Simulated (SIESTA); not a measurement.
Here is a SIESTA 5.4.2 calculation.

Contents of Fe.fdf:

```
SystemName                      Fe
SystemLabel                     Fe
NumberOfSpecies                 1
NumberOfAtoms                   1
%block ChemicalSpeciesLabel
  1  26 Fe
%endblock ChemicalSpeciesLabel

LatticeConstant                 1.0 Ang
%block LatticeVectors
     0.0000000000     1.9417396906     1.9651051623
     1.4984397099     0.0000000000     1.9651051623
     1.4984397099     1.9417396906     0.0000000000
%endblock LatticeVectors
AtomicCoordinatesFormat         Fractional
%block AtomicCoordinatesAndAtomicSpecies
     0.0000000000     0.0000000000     0.0000000000  1  Fe
%endblock AtomicCoordinatesAndAtomicSpecies

%block kgrid.MonkhorstPack
   13   0   0  0.0
    0  13   0  0.0
    0   0  13  0.0
%endblock kgrid.MonkhorstPack
XC.Functional                   GGA
XC.Authors                      PBE
PAO.BasisSize                   DZP
PAO.EnergyShift                 0.003 Ry
Mesh.Cutoff                     800 Ry
Spin                            polarized
%block DM.InitSpin
    1   3.000
%endblock DM.InitSpin
Spin.Fix                        true
Spin.Total                      3.00
OccupationFunction              FD
ElectronicTemperature           0.05 eV
MaxSCFIterations                200
SCF.MustConverge                false
SCF.Mixer.Method                Pulay
SCF.Mixer.Weight                0.1
SCF.Mixer.History               10
SCF.DM.Tolerance                5.0e-05
SCF.H.Tolerance                 1.0e-03 eV
WriteForces                     true
Charge.Mulliken                 end
%block PAO.Basis
  Fe 5
  n=3 0 2
    2.625 0.000
  n=4 0 2
    7.565 0.000
  n=3 1 2
    2.937 0.000
  n=4 1 1
    7.565
  n=3 2 2
    4.859 0.000
%endblock PAO.Basis
```

Potentials or basis: PseudoDojo 0.4 standard (PBE files), DZP (energy shift 0.003 Ry; two zetas on semicore shells).

Command:

```console
$ siesta < Fe.fdf > Fe.out 2>&1
```

(1) Predict the pressure.

## Answers

(1) 21.5 GPa.

Caveat: short orbitals over semicore shells can move pressures by several GPa; the basis of atomic orbitals isn't converged, which shifts pressures, moduli and gaps; the total moment is fixed, so each spin has its own Fermi level.
